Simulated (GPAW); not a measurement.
The system is Mg.

```
Mg
1.0
    -1.77276    1.77276    1.77276
     1.77276   -1.77276    1.77276
     1.77276    1.77276   -1.77276
Mg
1
Direct
  0.00000 0.00000 0.00000
```

This isn't the form of Mg at room conditions, which is hcp.

* Program: GPAW 26.7.0
* Task: relaxation of cell and atoms
* Functional: RPBE
* Dispersion: D3(BJ)
* Potentials or basis: the program's PAW data sets (release 1.2.1) made for this functional
* Cutoff: 800 eV
* Basis: pw
* k mesh: 11 × 11 × 11
* Occupations: methfessel-paxton, width 0.2 eV
* Spin: no spin polarisation

At the start: pressure -12.6 GPa; volume 22.29 Å³/atom.

**Question.** Where does the relaxation end?

**Answer.** Over 5 steps the energy falls by 289.1 meV/atom and the volume is 16.62 Å³/atom (-25.4 %); space group Im-3m (No. 229, to 0.05 Å).

The path:
```tsv
step	energy change (eV)	largest force (eV/Å)	pressure (GPa)	volume (Å³)
1	0.0000	0.0000	-12.61	22.29
2	-0.1196	0.0000	-11.02	20.67
3	-0.2438	0.0000	9.74	14.97
4	-0.2869	0.0000	-1.77	16.98
5	-0.2891	0.0000	-0.17	16.62
```

Final structure:
```yaml
crystal:
  lattice:
    - [-1.60757, 1.60757, 1.60757]
    - [1.60757, -1.60757, 1.60757]
    - [1.60757, 1.60757, -1.60757]
  atoms:
    - { symbol: Mg, position: [0.00000, 0.00000, 0.00000] }
```

Caveat: later steps reuse the first step's grids; this smearing can pin the Fermi level at a band edge; the volume moved by over 15 % at a fixed basis, so the end points are rough; pairwise dispersion overbinds metals, which lowers pressure and volume.
